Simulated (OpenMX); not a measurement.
Runs of OpenMX 3.8.5 on Ge. Symmetry: Fd-3m, No. 227, cubic system. The conventional cell has a = 5.658 Å, b = 5.658 Å, c = 5.658 Å, α = 90.00°, β = 90.00°, γ = 90.00°. Around Ge (site symmetry -43m) lie 4 Ge at 2.45 Å. 

```tsv
task	potentials or basis	cell	k mesh	gap on the mesh (eV)	pressure (GPa)	largest force (eV/Å)
single point	OpenMX 2013 PBE set, Ge7.0-s2p2d1, grid cutoff 420 Ry	atom 1 moved by [0.0, 0.0354, 0.0354] A	7 × 7 × 7	0.09	-	0.61
single point	OpenMX 2013 PBE set, Ge7.0-s2p2d1, grid cutoff 300 Ry	as given	9 × 9 × 9	none	6.2	-
single point	OpenMX 2013 PBE set, Ge7.0-s2p2d1, fixed grid of 35 × 35 × 35 points	strain xx of -0.005 (engineering), atoms clamped	9 × 9 × 9	none	6.6	0.01
single point	OpenMX 2013 PBE set, Ge7.0-s2p2d1, fixed grid of 35 × 35 × 35 points	strain xx of 0.005 (engineering), atoms clamped	9 × 9 × 9	none	5.8	0.01
single point	OpenMX 2013 PBE set, Ge7.0-s2p2d1, grid cutoff 420 Ry	as given	7 × 7 × 7	none	6.2	-
single point	OpenMX 2013 PBE set, Ge7.0-s2p2d1, grid cutoff 420 Ry	atom 1 moved by [0.0, -0.0354, -0.0354] A	7 × 7 × 7	0.09	-	(b)
single point	OpenMX 2013 PBE set, Ge7.0-s2p2d1, fixed grid of 35 × 35 × 35 points	strain yz of -0.005 (engineering), atoms clamped	9 × 9 × 9	none	6.2	0.06
single point	OpenMX 2013 PBE set, Ge7.0-s2p2d1, fixed grid of 35 × 35 × 35 points	strain yz of 0.005 (engineering), atoms clamped	9 × 9 × 9	none	6.2	(a)
```

Alike in all rows: level PBE; no spin polarisation; smearing fermi-dirac 0.05 eV.

Fill in the values left out.

(a) 0.05; (b) 0.62.

Caveats: the basis of atomic orbitals isn't converged, which shifts pressures, moduli and gaps; an odd mesh through Γ misses points on the zone boundary, where band edges often lie (some runs).

A k mesh can miss the band edges, and the runs leave out spin-orbit coupling on Ge.

A gap of «none» marks a metal or a gap under the smearing width.
